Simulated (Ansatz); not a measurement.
**A single-point run on B3N4**

The system is B3N4, a structure type of another compound, with these elements put in. Wanted, at the geometry given: whether it is a metal or has a gap, how the charge is shared and how far the cell is from equilibrium.

All numbers below are computed with Ansatz 0.2.0 (DFT, r2SCAN, no spin polarisation, plane waves, PAW).

## (1) The system as given

Symmetry: P6_3/m, No. 176, hexagonal system. The conventional cell has a = 6.715 Å, b = 6.715 Å, c = 2.568 Å, α = 90.00°, β = 90.00°, γ = 120.00°. Around N (site symmetry -6) lie 3 B at 1.51 Å. Around N (site symmetry m) lie 3 B at 1.54 to 1.55 Å. B (site symmetry m) has 4 N at 1.51 to 1.55 Å as nearest neighbours.

Structure file:

```xyz
14
Lattice="3.3576 5.8155 0.0000 -3.3576 5.8155 0.0000 0.0000 0.0000 2.5676" Properties=species:S:1:pos:R:3 pbc="T T T"
N    -0.0003    3.8772    0.6419
N    -0.0003    7.7538    1.9257
N    -1.2252    6.0033    0.6419
N     0.9035    1.9406    1.9257
N     2.1287    7.5683    0.6419
N     1.2252    5.6277    1.9257
N    -0.9035    9.6904    0.6419
N    -2.1287    4.0627    1.9257
B    -1.3870    4.4646    0.6419
B    -1.2024    6.8466    1.9257
B     0.1847    2.3820    0.6419
B     1.3870    7.1665    1.9257
B     1.2024    4.7844    0.6419
B    -0.1847    9.2490    1.9257
```

It is a restart: the density comes from an earlier run on this cell.

## (2) The run

Contents of input.yaml:

```yaml
crystal:
  lattice:
    - [3.357586, 5.815509, 0.0]
    - [-3.357586, 5.815509, 0.0]
    - [0.0, 0.0, 2.567592]
  atoms:
    - { symbol: "N", position: [0.3333, 0.3334, 0.25] }
    - { symbol: "N", position: [0.6666, 0.6667, 0.75] }
    - { symbol: "N", position: [0.3337, 0.6986, 0.25] }
    - { symbol: "N", position: [0.3014, 0.0323, 0.75] }
    - { symbol: "N", position: [0.9677, 0.3337, 0.25] }
    - { symbol: "N", position: [0.6663, 0.3014, 0.75] }
    - { symbol: "N", position: [0.6986, 0.9677, 0.25] }
    - { symbol: "N", position: [0.0323, 0.6663, 0.75] }
    - { symbol: B, position: [0.1773, 0.5904, 0.25] }
    - { symbol: B, position: [0.4096, 0.7677, 0.75] }
    - { symbol: B, position: [0.2323, 0.1773, 0.25] }
    - { symbol: B, position: [0.8227, 0.4096, 0.75] }
    - { symbol: B, position: [0.5904, 0.2323, 0.25] }
    - { symbol: B, position: [0.7677, 0.8227, 0.75] }
  symmetry: { tolerance: 0.0003 }
kpoints:
  mp_grid: { grid: [5, 5, 12], shift: [0, 0, 0] }
  band_path:
    path:
      - [0.0, 0.0, 0.0]
      - [0.49999999, -2.0e-08, 0.0]
      - [0.66666664, 0.3333333, 0.0]
      - [0.0, 0.0, 0.0]
      - [0.0, 0.0, 0.5]
      - [0.49999999, -2.0e-08, 0.5]
      - [0.66666664, 0.3333333, 0.5]
      - [0.0, 0.0, 0.5]
      - [0.49999999, -2.0e-08, 0.5]
      - [0.49999999, -2.0e-08, 0.0]
      - [0.66666664, 0.3333333, 0.5]
    npoints: 6
magnetization:
  spin_polarized: false
scf:
  occupations: { method: fermi_dirac }
  lower_state_search: "off"
  max_iter: 200
hamiltonian:
  pseudopotentials: { kind: paw }
  xc: r2scan
basis:
  ecutwfc: 500
  fft_grid_basis: typed
output:
  forces: true
  stress: true
  eigenvalues: true
  bader: true
  populations: true
  elf: true
  write_potential: true
  volumetric_format: npy
  dos:
    e_range: [-12, 8]
    de: 0.05
    projected: { site_lists: { B: [B], "N": ["N"] } }
checkpoint:
  read: saved_state
```

The log of the run:

```text
Warning: the atoms were moved onto the symmetric positions of the space group found under crystal.symmetry.tolerance 3.0e-4 (fractional; no operation is sought that the atoms, as they stand in a round, miss by more than twice it, and no atom is moved by as much as it), and the run uses the moved positions. Before a round's move an operation carried an atom to 6.24e-4 Å from where it should land, the largest such distance. Atom 0 (counting from 0) moved farthest, by 3.88e-4 Å; the longest move in fractions of the cell, of whichever atom, is 0.24 of the tolerance, in 1 round. To run the atoms as typed, lower crystal.symmetry.tolerance until the operations that they miss are no longer found, or set crystal.symmetry.detect: false (a key that needs symmetry detection or time reversal refuses this as the deck is read). The positions used, in the order of the run's atom list: position: [0.33333333333333337, 0.3333333333333333, 0.25]; position: [0.6666666666666667, 0.6666666666666666, 0.75]; position: [0.3337, 0.6986, 0.25]; position: [0.3014, 0.03229999999999999, 0.75]; position: [0.9677, 0.33369999999999994, 0.25]; position: [0.6663000000000001, 0.3014, 0.75]; position: [0.6986, 0.9677, 0.25]; position: [0.03230000000000001, 0.6663, 0.75]; position: [0.1773, 0.5904, 0.25]; position: [0.40959999999999996, 0.7677, 0.75]; position: [0.2323, 0.17729999999999999, 0.25]; position: [0.8227, 0.40959999999999996, 0.75]; position: [0.5904, 0.23229999999999995, 0.25]; position: [0.7677, 0.8227, 0.75]; The lattice was moved too: crystal.lattice keeps the space group found at crystal.symmetry.tolerance 3.0e-4 only nearly: the operation that it misses by the most changes a squared length by the fraction 1.62e-7. The run uses the lattice that is a stretch of the typed one, with no rotation, onto the one that keeps every operation to a double's rounding (on a very oblique basis the stretch itself rounds by more); the deck's lattice vector that moved farthest moved by 3.13e-7 Å. To run the lattice as typed, set crystal.symmetry.tolerance under 1.61e-7, the least fraction by which an operation that the lattice misses changes a squared length (the same key also sets how far an atom may lie from its image, so lowering it can lose operations that the atoms keep only within it), or set crystal.symmetry.detect: false, as for the atoms. crystal.lattice made exact, in Å and degrees: [[3.357585843312349, 5.815509271390984, 0.0], [-3.357585843312349, 5.815509271390984, 0.0], [0.0, 0.0, 2.567592]]. Pasted over the deck's crystal.lattice, beside positions in fractional coordinates, it runs the same cell (given as lengths and angles, that cell in the form's own orientation, a rigid turn of the misfit's size from the one run here, for which a checkpoint.post_process_only pass over this run's state can be refused: where this run relaxes nothing, give such a pass this deck's own crystal.lattice, as typed; behind a relaxation, as crystal.lattice, the state's own cell, identity.cell in its checkpoint.json), and a matrix so pasted ends this notice, except on a very skew basis of the lattice, where the rounding of the pasted numbers themselves can read as a misfit: the cell is then moved again, and that move is told again. The lattice as run is in this notice's lattice.as_run_ang field (Run.prep()["deck_notices"] in Python, the deck_notice line of an events file, deck_notices of ansatz run --dry-run=json, or deck_notices in record.json in the deck's checkpoint.write directory).
Warning: RAYON_NUM_THREADS=1 ignored (pool sized by the plan → 1); use --threads N
Engine: ansatz 0.2.0, x86_64-unknown-linux-gnu
Pseudopotentials: kind: paw
Pseudopotential: N, paw, valence charge 5, recommended cutoff 500 eV (meta_gga), N.paw.azcp
Pseudopotential: B, paw, valence charge 3, recommended cutoff 500 eV (meta_gga), B.paw.azcp
Functional definition: r2SCAN
  parameter k0 = 0.174
  parameter k1 = 0.065
  parameter a1 = 4.9479
  exchange = r2scan_x(k0 = k0, k1 = k1, a1 = a1)
  correlation = r2scan_c
Crystal: 14 atoms, lattice volume = 100.270 Å³
Basis set: ecut = 500 eV, 2553 PW (Γ), exchange–correlation on 200×200×80 points (64 copies of the dense FFT grid, shifted against one another)
Bands: 43, of which v1, the nominal top of the filled ones, is band 29 counted from 1 (28 counted from 0)
Symmetry: 12 space group operations
Space group: P63/m (ITA 176), of the structure as read, at distance tolerance 1.4e-3 Å
k-points: 35 of 300
Non-local potential: N, projectors of the file, l = 0: 2, l = 1: 2, l = 2: 1
Non-local potential: B, projectors of the file, l = 0: 2, l = 1: 2, l = 2: 1
PAW form: soft (Blöchl's): semilocal exchange-correlation on the pseudo side does not see the compensation charge
PAW frozen core: N, regenerated for the run's functional (the file was generated under x = pbe(κ = 0.804, μ = 0.2195149727645171), c = pbe(β = 0.06672455060314922))
PAW frozen core: B, regenerated for the run's functional (the file was generated under x = pbe(κ = 0.804, μ = 0.2195149727645171), c = pbe(β = 0.06672455060314922))
PAW one-centre angular grid: N, 302 points (default); XC on 160 Gauss nodes
PAW one-centre angular grid: B, 302 points (default); XC on 160 Gauss nodes
Initial density: read from a saved state, or passed on in memory by an earlier SCF of this step, an earlier step, the calling program or the single point that the run made first
Initial wavefunctions: pseudopotential atomic-orbital guess
Functional: x = r2scan, c = r2scan; τ floored in thin density (d = 2e-4 eV/Å³)
iter 1 solved again at ethr=6.96e-6 eV; its pass at ethr=3.10e-3 eV (dr2=4.04e-3 eV) is discarded
SCF iter   1: F=-4023.203528 eV  HF=-4023.177823 eV  |F-HF|=2.57e-2  |Δ(HF+E_count)|=         —  Δρ=3.83e-3  dr2=4.01e-3  dr2_τ=1.01e-2  ethr=6.96e-6  ⟨swp⟩=2.7  Hψ=10366  notcnv=0
preconditioner: auto → LDOS  [metal: Δε(μ)=0.009 eV  Ē_g=16.775 eV  σ=0.100 eV  W_gap=0.02  n_scr=20 (ndim 8)  ℏωp=28.2 eV  f_vac=0.027  D(μ)=7.41/eV (n_scr^D=74)  β→1.0]
SCF iter   2: F=-4023.206499 eV  HF=-4023.206702 eV  |F-HF|=2.03e-4  |Δ(HF+E_count)|=   2.89e-2  Δρ=5.94e-4  dr2=3.35e-4  dr2_τ=4.80e-5  ethr=6.91e-6  ⟨swp⟩=2.2  Hψ=3127  notcnv=0
SCF iter   3: F=-4023.206667 eV  HF=-4023.206714 eV  |F-HF|=4.74e-5  |Δ(HF+E_count)|=   1.23e-5  Δρ=1.97e-4  dr2=6.00e-5  dr2_τ=6.52e-6  ethr=5.77e-7  ⟨swp⟩=2.1  Hψ=2354  notcnv=0
SCF iter   4: F=-4023.206709 eV  HF=-4023.206710 eV  |F-HF|=1.39e-6  |Δ(HF+E_count)|=   4.23e-6  Δρ=6.57e-5  dr2=2.99e-6  dr2_τ=3.54e-7  ethr=1.03e-7  ⟨swp⟩=2.3  Hψ=2085  notcnv=0
SCF iter   5: F=-4023.206710 eV  HF=-4023.206710 eV  |F-HF|=3.52e-8  |Δ(HF+E_count)|=   3.27e-8  Δρ=1.18e-5  dr2=1.10e-7  dr2_τ=5.23e-9  ethr=5.15e-9  ⟨swp⟩=2.0  Hψ=2205  notcnv=0
SCF iter   6: F=-4023.206710 eV  HF=-4023.206710 eV  |F-HF|=9.07e-10  |Δ(HF+E_count)|=   3.11e-8  Δρ=1.77e-6  dr2=1.76e-9  dr2_τ=2.54e-10  ethr=1.72e-10  ⟨swp⟩=11.6  Hψ=9984  notcnv=0
SCF 1 converged in 6 iterations: F = -4023.206710 eV  dr2 = 1.76e-9
NSCF: frozen V_eff on 61 k-points
SCF converged after 6 iterations
Free energy (F): -4023.206710 eV
Harris-Foulkes:  -4023.206710 eV  (|F-HF|=9.07e-10)
Internal energy: -4022.967595 eV  (E = F + TS)
E sigma→0 (E₀):  -4023.087153 eV
Entropy (-TS):   -0.239115 eV (-17.080 meV/atom)
Fermi energy:    7.740889 eV
--- Per-component energies (eV) ---
  E_band       = -12.893510
  E_kinetic    = 1354.178495
  E_local      = -1862.880055  (includes V_loc(G=0)·N_el)
  E_nonlocal   = 431.219689
  E_hartree    = 554.196335
  E_xc         = -661.991967
  E_vxc        = -922.025359  (∫ρ·V_xc dr)
  E_paw        = -1511.904294  (= ΣΔE_a)
  E_vpaw       = -174.493188  (= ΣTr[D̂ρ^β])
  E_aug_tail   = 0.000145  (compensation charges beyond the density's cutoff)
  E_vtau       = 52.712970  (kinetic-family band-sum trace: ∫τ·v_τ [+ j·A + Jᵃ·Aᵃ] dr)
  E_ewald      = -2325.438773
  E_core_change = -0.347169  (= ΣΔE_core)
  E_smearing   = -0.239115  (= −TS)
  E_closure    = 0.000000  (closes the sum)
  Σ components = -4023.206710   (vs F -4023.206710, Δ=0.00e0)
--- Forces (eV/Å), atoms counted from 1 ---
  atom   1  N     -0.00000000     0.00000000     0.00000000
  atom   2  N      0.00000000     0.00000000     0.00000000
  atom   3  N      0.01072584     0.56383034     0.00000000
  atom   4  N     -0.48292847     0.29120402     0.00000000
  atom   5  N     -0.49365431    -0.27262632     0.00000000
  atom   6  N     -0.01072584    -0.56383034     0.00000000
  atom   7  N      0.48292847    -0.29120402     0.00000000
  atom   8  N      0.49365431     0.27262632     0.00000000
  atom   9  B     -1.00602376     0.75660264     0.00000000
  atom  10  B     -1.15824899    -0.49294081     0.00000000
  atom  11  B     -0.15222523    -1.24954345     0.00000000
  atom  12  B      1.00602376    -0.75660264     0.00000000
  atom  13  B      1.15824899     0.49294081     0.00000000
  atom  14  B      0.15222523     1.24954345     0.00000000
  max |Σ_I F_I| component: 4.44e-16 eV/Å
--- Stress (GPa, compression-positive) ---
        3.444308      -0.000003       0.000000
        0.000003       3.444308       0.000000
        0.000000       0.000000      -7.491221
  P = ⅓ Tr σ = -0.2009 GPa (-2.009 kbar)
--- Band table (eV; the first three rows and the last of 35) ---
  k-point 0: bands = ["-12.5541", "-10.2807", "-10.0990", "-10.0990", "-9.3419", "-9.3419", "-8.1853", "-6.8312", "-0.2114", "-0.2114", "-0.0724", "-0.0724", "0.2183", "1.4835", "1.4835", "2.9221", "3.2180", "4.1150", "4.1150", "4.5491", "4.5491", "5.5688", "5.5688", "5.8695", "6.0073", "8.0421", "8.0421", "8.3005", "8.3005", "8.8059", "8.8738", "8.9218", "15.7732", "16.3669", "16.8987", "16.8987", "17.2659", "17.2659", "19.0241", "20.1891", "20.2756", "20.2756", "20.4114"]
  k-point 1: bands = ["-12.4457", "-10.1956", "-10.0021", "-10.0021", "-9.2505", "-9.2505", "-8.1199", "-6.8053", "-0.1547", "-0.1547", "-0.0480", "-0.0480", "0.2495", "1.5443", "1.5443", "2.8157", "2.9388", "3.9398", "3.9398", "4.1337", "4.1337", "5.3167", "5.3167", "5.3394", "6.0413", "8.0402", "8.0402", "8.2212", "8.2289", "8.2289", "8.5016", "9.2187", "15.9939", "17.0179", "17.2580", "17.2580", "17.8057", "17.8057", "19.1705", "19.9447", "19.9447", "20.2214", "20.3198"]
  k-point 2: bands = ["-12.1243", "-9.9501", "-9.7177", "-9.7177", "-8.9861", "-8.9861", "-7.9388", "-6.7599", "-0.0477", "-0.0477", "-0.0217", "-0.0217", "0.3073", "1.7018", "1.7018", "1.9107", "2.7957", "3.2055", "3.2055", "3.2490", "3.2490", "4.6985", "5.0430", "5.0430", "5.5158", "7.2193", "7.8432", "7.9747", "7.9747", "7.9967", "7.9967", "9.2936", "16.5465", "17.7361", "17.7361", "18.5801", "19.0825", "19.0825", "19.2466", "19.7098", "19.7098", "20.1228", "20.8273"]
  k-point 34: bands = ["-9.2148", "-9.2148", "-8.0402", "-8.0402", "-7.9149", "-7.9149", "-7.1952", "-7.1952", "-1.6913", "-1.6913", "-0.8755", "-0.8755", "-0.5130", "-0.5130", "0.6345", "0.6345", "1.3869", "1.3869", "2.8857", "2.8857", "3.1954", "3.1954", "3.6486", "3.6486", "5.6527", "5.6527", "6.8251", "6.8251", "7.5169", "7.5169", "7.8329", "7.8329", "17.0776", "17.0776", "17.8393", "17.8393", "18.1566", "18.1566", "18.8575", "18.8575", "19.4206", "19.4206", "20.4825"]
--- Löwdin populations: 14 sites ---
  site symbol       q [e]
     0      N      5.1820
     1      N      5.1820
     2      N      5.2115
     3      N      5.2115
     4      N      5.2115
     5      N      5.2115
     6      N      5.2115
     7      N      5.2115
     8      B      2.6656
     9      B      2.6656
    10      B      2.6656
    11      B      2.6656
    12      B      2.6656
    13      B      2.6656
  spilling = 0.006443 (of n_electrons = 58.000000)
--- Bader charges: 14 sites ---
  site symbol  charge [e]  shift [e]
     0      N     -1.7076     0.0002
     1      N     -1.7076     0.0002
     2      N     -1.7202     0.0001
     3      N     -1.7201     0.0001
     4      N     -1.7201     0.0001
     5      N     -1.7201     0.0001
     6      N     -1.7201     0.0001
     7      N     -1.7201     0.0001
     8      B      2.2893     0.0002
     9      B      2.2893     0.0002
    10      B      2.2893     0.0002
    11      B      2.2893     0.0002
    12      B      2.2893     0.0002
    13      B      2.2893     0.0002
  estimated error of the sums over rays = 5.4e-4 e
```

It took 2.2 min on 1 thread, shared host; peak memory 0.7 GiB.

## (3) How far from equilibrium

Sizes of the largest forces and where they point against the nearest neighbour:

| atom | force (eV/Å) | nearest | distance (Å) | direction |
| --- | --- | --- | --- | --- |
| B9 | 1.259 | N1 | 1.51 | away from it |
| B12 | 1.259 | N2 | 1.51 | away from it |
| B14 | 1.259 | N2 | 1.51 | away from it |
| B10 | 1.259 | N2 | 1.51 | away from it |
| B11 | 1.259 | N1 | 1.51 | away from it |
| B13 | 1.259 | N1 | 1.51 | away from it |
| N3 | 0.564 | B10 | 1.54 | (others are as near) |
| N4 | 0.564 | B11 | 1.54 | (others are as near) |

Principal stresses (compression positive): -7.49, 3.44, 3.44 GPa; their mean, the pressure, is -0.20 GPa.

## (4) The band path (bands.tsv)

bands.tsv at the labelled points (eV, zero at the Fermi level):

| point | band 30 | band 31 | band 32 |
| --- | --- | --- | --- |
| Γ | 1.06 | 1.13 | 1.18 |
| M | 1.06 | 1.09 | 1.11 |
| K | 0.61 | 1.11 | 1.11 |
| Γ | 1.06 | 1.13 | 1.18 |
| A | -0.47 | -0.46 | -0.46 |
| L | -0.30 | 0.13 | 0.13 |
| H | -0.17 | 0.07 | 0.07 |
| A | -0.47 | -0.46 | -0.46 |
| L | -0.30 | 0.13 | 0.13 |
| M | 1.06 | 1.09 | 1.11 |
| H | -0.17 | 0.07 | 0.07 |

The same bands between the corners:

```
distance (1/Å)  band 32
          0.00     1.18
          0.18     1.15
          0.36     1.12
          0.54     1.11
          0.64     1.11
          0.75     1.11
          0.85     1.11
          1.06     1.12
          1.27     1.13
          1.48     1.18
          1.88     1.55
          2.29     1.02
          2.70    -0.46
          2.88    -0.17
          3.06     0.05
          3.24     0.13
          3.34     0.12
          3.45     0.09
          3.55     0.07
          3.76     0.06
          3.97    -0.13
          4.18    -0.46
          4.36    -0.17
          4.54     0.05
          4.72     0.13
          5.12     0.62
          5.53     1.10
          5.94     1.11
          6.36     1.04
          6.78     0.53
          7.20     0.07
```

## (5) Total and projected density of states

Counts of states in windows (eV from the Fermi level; tetrahedra), total and projected:

| from | to | total | B p | N p |
| --- | --- | --- | --- | --- |
| -4.5 | -4.0 | 2.97 | 0.76 | 2.05 |
| -4.0 | -3.5 | 2.54 | 0.65 | 1.78 |
| -3.5 | -3.0 | 1.75 | 0.44 | 1.25 |
| -3.0 | -2.5 | 1.74 | 0.41 | 1.27 |
| -2.5 | -2.0 | 3.07 | 0.43 | 2.51 |
| -2.0 | -1.5 | 1.32 | 0.17 | 1.09 |
| -1.5 | -1.0 | 1.34 | 0.09 | 1.18 |
| -1.0 | -0.5 | 2.00 | 0.07 | 1.83 |
| -0.5 | 0.0 | 3.45 | 0.07 | 3.26 |
| 0.0 | 0.5 | 3.46 | 0.06 | 3.30 |
| 0.5 | 1.0 | 1.54 | 0.01 | 1.50 |
| 1.0 | 1.5 | 1.18 | 0.01 | 1.16 |
| 1.5 | 2.0 | 0.01 | 0.00 | 0.01 |
| 2.0 | 2.5 | 0.00 | 0.00 | 0.00 |
| 2.5 | 3.0 | 0.00 | 0.00 | 0.00 |
| 3.0 | 3.5 | 0.00 | 0.00 | 0.00 |

## (6) How the electrons are shared

By element, from the tables in the log (a charge is positive for electrons lost): Löwdin charges also hold the electrons that the projection spills.

| element | atoms | Bader charge (e) | Bader volume (Å³) | Löwdin charge (e) |
| --- | --- | --- | --- | --- |
| N | 8 | -1.72 to -1.71 | 10.3 to 11.9 | -0.21 to -0.18 |
| B | 6 | +2.29 | 1.4 | +0.33 |

The Löwdin projection spills 0.6 % of the electrons and depends on the orbitals chosen; where it disagrees with Bader's partition, neither is an observable.

## (7) Real-space fields

Maps in the plane spanned by a and b at height 0.750 along c (axes of the input's cell), one cell: a runs left to right (20 points from zero), b bottom to top (20 points), 60° apart. Near the nuclei they are pseudo-fields.

Valence density. Ten steps from '0' (0.01 e/Å³) to '9' (3.73 e/Å³), finer at the low end (step k begins (100^(k/10) - 1)/99 of the way up):
```
00024689853235554210
10013567754335665432
32112456765445545554
64322455566667755666
87532356457889876678
99853345657899986679
99974234555799986558
89975322333468996445
56765321222346887433
34444321123345677532
22233322124555665553
32112332234688775465
42112233334799976565
43222233334699986555
33233333223579986544
22345543222357876432
12357764311234554321
01358997421122333210
00247999642223322100
00136899853234432100
```

ELF. Ten even steps from '0' (0.00) to '9' (0.93):
```
00015899971013321000
10001589961012222211
42000246742133000355
76200120016678700688
77610122008988981799
23850013207971796599
40672001323882186269
85674000111378787117
67763000000016998301
14531000001112687310
00100000014676510021
10000000005789970023
10000011003754996023
10000001001660298422
10000000000376378521
00024310000047877510
00157763000002566410
00268667510000012210
00267305740000000000
00147724861011110000
```

Atoms within 0.2 Å of the plane, in fractions of a and b: N at (0.67, 0.67), N at (0.30, 0.03), N at (0.67, 0.30), N at (0.03, 0.67), B at (0.41, 0.77), B at (0.82, 0.41), B at (0.77, 0.82).

At the density minimum on some short contacts:

| contact | length (Å) | minimum at (fraction) | density (e/Å³) | ELF |
| --- | --- | --- | --- | --- |
| N1–B9 | 1.506 | none clear | – | – |

```
fraction  N1–B9
     0.2   3.84
     0.3   3.13
     0.4   2.22
     0.5   1.62
     0.6   1.27
     0.7  0.992
     0.8  0.667
```

(Smooth valence density in e/Å³ at fractions of each contact.)

## (8) Results

| quantity | value |
| --- | --- |
| largest force | 1.259 eV/Å on B |
| pressure | -0.2 GPa |
| formation energy (elements from separate runs) | -0.38 eV/atom |
| character | metal |
| density of states, mean within 0.25 eV of the Fermi level | 7.6 per eV per cell |
| Bader charges | N -1.72 to -1.71, B +2.29 e |

What this shows: The cell is metallic; within 0.25 eV of the Fermi level the density of states averages 7.6 per eV per cell, mostly N p (95 %). The cell is close to its equilibrium volume (-0.2 GPa) for these atomic positions, and unequal principal stresses would change its shape. Against the elements' reference phases (N2 molecule, alpha-rhombohedral (B12); separate runs with the same functional) the formation energy is -0.38 eV per atom, so it is bound against them, though other compounds may compete. B loses most charge (+2.29 e on average) and N gains most (-1.72 e).
